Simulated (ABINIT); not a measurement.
# Pb (Fm-3m) in ABINIT: single point with LDA

Aim: the single point of Pb with LDA.

Everything below comes from runs of ABINIT 10.8.3 (patched build). Logs are shortened: lines on timing, memory, paths and dates and some standing lists are left out, and cuts for length are marked. The log counts tension as positive stress, the text compression.

## (1) The structure

Symmetry: Fm-3m, No. 225, cubic system. The conventional cell has a = 4.950 Å, b = 4.950 Å, c = 4.950 Å, α = 90.00°, β = 90.00°, γ = 90.00°. Pb (site symmetry m-3m) has 12 Pb at 3.50 Å as nearest neighbours.

## (2) Single point, LDA

run.abi reads:

```
# Pseudopotentials
pp_dirpath "./"
pseudos "Pb.upf"

# Structure
acell 3*1.0
rprim
     0.0000000000     4.6771099530     4.6771099530
     4.6771099530     0.0000000000     4.6771099530
     4.6771099530     4.6771099530     0.0000000000
ntypat 1
znucl 82
natom 1
typat 1
xred
     0.0000000000     0.0000000000     0.0000000000

# Plane-wave basis
ecut 24.0

# k points
kptopt 1
ngkpt 7 7 7
nshiftk 1
shiftk 0.0 0.0 0.0

# Exchange and correlation
ixc 7

# Bands and occupations
nband 11
occopt 3
tsmear 0.00183747

# SCF cycle
nstep 100
tolvrs 1.0e-10

# Output
iomode 3
prtwf 0
prtden 0
prteig 0
prtebands 0
enunit 1
```

Potentials or basis: PseudoDojo NC SR LDA v0.4.1 standard.

Launch:

```console
> abinit run.abi > log 2>&1
```

run.abo:

```text
.Version 10.8.3 of ABINIT
 Symmetries : space group Fm -3 m (#225); Bravais cF (face-center cubic)
================================================================================
 Values of the parameters that define the memory need of the present run
     intxc =       0    ionmov =       0      iscf =       7    lmnmax =       6
     lnmax =       6     mgfft =      30  mpssoang =       3    mqgrid =    3001
     natom =       1  nloc_mem =       1    nspden =       1   nspinor =       1
    nsppol =       1      nsym =      48    n1xccc =    2501    ntypat =       1
    occopt =       3   xclevel =       1
       mpw =        1173          nfft =       27000          nkpt =          20
================================================================================
================================================================================

--------------------------------------------------------------------------------
------------- Echo of variables that govern the present computation ------------
--------------------------------------------------------------------------------
 -outvars: echo values of preprocessed input variables --------
            acell      1.0000000000E+00  1.0000000000E+00  1.0000000000E+00 Bohr
              amu      2.07200000E+02
             ecut      2.40000000E+01 Hartree
           enunit           1
              ixc           7
         kptrlatt        7    0    0      0    7    0      0    0    7
          kptrlen      4.63010263E+01
            natom           1
            nband          11
            ngfft          30      30      30
             nkpt          20
            nstep         100
             nsym          48
           ntypat           1
           occopt           3
           prtden           0
        prtebands           0
           prteig           0
            prtwf           0
            rprim      0.0000000000E+00  4.6771099530E+00  4.6771099530E+00
                       4.6771099530E+00  0.0000000000E+00  4.6771099530E+00
                       4.6771099530E+00  4.6771099530E+00  0.0000000000E+00
          spgroup         225
           tolvrs      1.00000000E-10
           tsmear      1.83747000E-03 Hartree
            typat      1
            znucl       82.00000

================================================================================

 chkinp: Checking input parameters for consistency.

================================================================================
== DATASET  1 ==================================================================

--- !DatasetInfo
iteration_state: {dtset: 1, }
dimensions: {natom: 1, nkpt: 20, mband: 11, nsppol: 1, nspinor: 1, nspden: 1, mpw: 1173, }
cutoff_energies: {ecut:  24.0, pawecutdg:  -1.0, }
electrons: {nelect:   1.40000000E+01, charge:   0.00000000E+00, occopt:   3.00000000E+00, tsmear:   1.83747000E-03, }
meta: {optdriver: 0, ionmov: 0, optcell: 0, iscf: 7, paral_kgb: 0, }
...

[... 57 lines left out ...]
lattice_volume:   2.0462690E+02
convergence: {deltae:  1.748E-12, res2:  1.441E-13, residm:  7.076E-07, diffor: null, }
etotal    :  -7.02615955E+01
entropy   :   0.00000000E+00
fermie    :   1.86974608E-01
cartesian_stress_tensor: # hartree/bohr^3
- [  7.72919722E-05,   0.00000000E+00,   0.00000000E+00, ]
- [  0.00000000E+00,   7.72919722E-05,   0.00000000E+00, ]
- [  0.00000000E+00,   0.00000000E+00,   7.72919722E-05, ]
pressure_GPa:  -2.2740E+00
xred      :
- [  0.0000E+00,   0.0000E+00,   0.0000E+00, Pb]
cartesian_forces: # hartree/bohr
- [ -0.00000000E+00,  -0.00000000E+00,  -0.00000000E+00, ]
force_length_stats: {min:   0.00000000E+00, max:   0.00000000E+00, mean:   0.00000000E+00, }
...

 Integrated electronic density in atomic spheres:
 ------------------------------------------------
 Atom  Sphere_radius  Integrated_density
    1        2.00000         10.05637733
================================================================================

 ----iterations are completed or convergence reached----

 Mean square residual over all n,k,spin=   71.508E-10; max=  70.756E-08
 reduced coordinates (array xred) for    1 atoms
       0.000000000000      0.000000000000      0.000000000000
 rms dE/dt=  0.0000E+00; max dE/dt=  0.0000E+00; dE/dt below (all hartree)
    1       0.000000000000      0.000000000000      0.000000000000

 cartesian coordinates (angstrom) at end:
    1      0.00000000000000     0.00000000000000     0.00000000000000

 cartesian forces (hartree/bohr) at end:
    1     -0.00000000000000    -0.00000000000000    -0.00000000000000
 frms,max,avg= 0.0000000E+00 0.0000000E+00   0.000E+00  0.000E+00  0.000E+00 h/b

 cartesian forces (eV/Angstrom) at end:
    1     -0.00000000000000    -0.00000000000000    -0.00000000000000
 frms,max,avg= 0.0000000E+00 0.0000000E+00   0.000E+00  0.000E+00  0.000E+00 e/A
 length scales=  1.000000000000  1.000000000000  1.000000000000 bohr
              =  0.529177210544  0.529177210544  0.529177210544 angstroms
 Fermi (or HOMO) energy (eV) =   5.08784   Average Vxc (eV)= -10.81090
 Eigenvalues (   eV  ) for nkpt=  20  k points:
 kpt#   1, nband= 11, wtk=  0.00292, kpt=  0.0000  0.0000  0.0000 (reduced coord)
 -11.79492  -11.79492  -11.79492  -11.65195  -11.65195   -6.62257   12.51690   12.51690
  12.51690   15.35143   16.55604
 prteigrs : prtvol=0 or 1, do not print more k-points.

--- !EnergyTerms
iteration_state     : {dtset: 1, }
comment             : Components of total free energy in Hartree
kinetic             :  3.43926491082711E+01
hartree             :  1.25706752261204E+01
xc                  : -1.97434237000279E+01
Ewald energy        : -4.80335600165817E+01
psp_core            :  3.02002862063284E+00
local_psp           : -3.82664328851642E+01
non_local_psp       : -1.42014069626837E+01
internal            : -7.02614706094332E+01
'-kT*entropy'       : -1.24906992852012E-04
total_energy        : -7.02615955164261E+01
total_energy_eV     : -1.91191541385636E+03
band_energy         : -4.29534952388821E+00
...

 Cartesian components of stress tensor (hartree/bohr^3)
  sigma(1 1)=  7.72919722E-05  sigma(3 2)=  0.00000000E+00
  sigma(2 2)=  7.72919722E-05  sigma(3 1)=  0.00000000E+00
  sigma(3 3)=  7.72919722E-05  sigma(2 1)=  0.00000000E+00

-Cartesian components of stress tensor (GPa)         [Pressure= -2.2740E+00 GPa]
- sigma(1 1)=  2.27400833E+00  sigma(3 2)=  0.00000000E+00
- sigma(2 2)=  2.27400833E+00  sigma(3 1)=  0.00000000E+00
- sigma(3 3)=  2.27400833E+00  sigma(2 1)=  0.00000000E+00

== END DATASET(S) ==============================================================
================================================================================

 -outvars: echo values of variables after computation  --------
            acell      1.0000000000E+00  1.0000000000E+00  1.0000000000E+00 Bohr
           etotal     -7.0261595516E+01
            fcart     -0.0000000000E+00 -0.0000000000E+00 -0.0000000000E+00
            rprim      0.0000000000E+00  4.6771099530E+00  4.6771099530E+00
                       4.6771099530E+00  0.0000000000E+00  4.6771099530E+00
                       4.6771099530E+00  4.6771099530E+00  0.0000000000E+00
           strten      7.7291972166E-05  7.7291972166E-05  7.7291972166E-05
                       0.0000000000E+00  0.0000000000E+00  0.0000000000E+00
 Calculation completed.
```

Wall time 7 s (1 thread of Arm Neoverse V1, shared host); peak memory 0.06 GiB.

What came out:

| Item | Value |
| --- | --- |
| Free energy | -1911.9154 eV |
| Band gap on the k mesh | none (metal or under the smearing width) |
| Valence electrons inside the program's atomic spheres | Pb 10.06 (radii [1.0584] Å) |

Levels at points of the mesh, in eV from the Fermi level:
```tsv
k point	band 3	band 4	band 5	band 6	band 7	band 8	band 9	band 10	band 11
(0.00, 0.00, 0.00)	-16.88	-16.74	-16.74	-11.71	7.43	7.43	7.43	10.26	11.47
```

Caveat: the cutoff is too short for stress, so the log's stress isn't used.
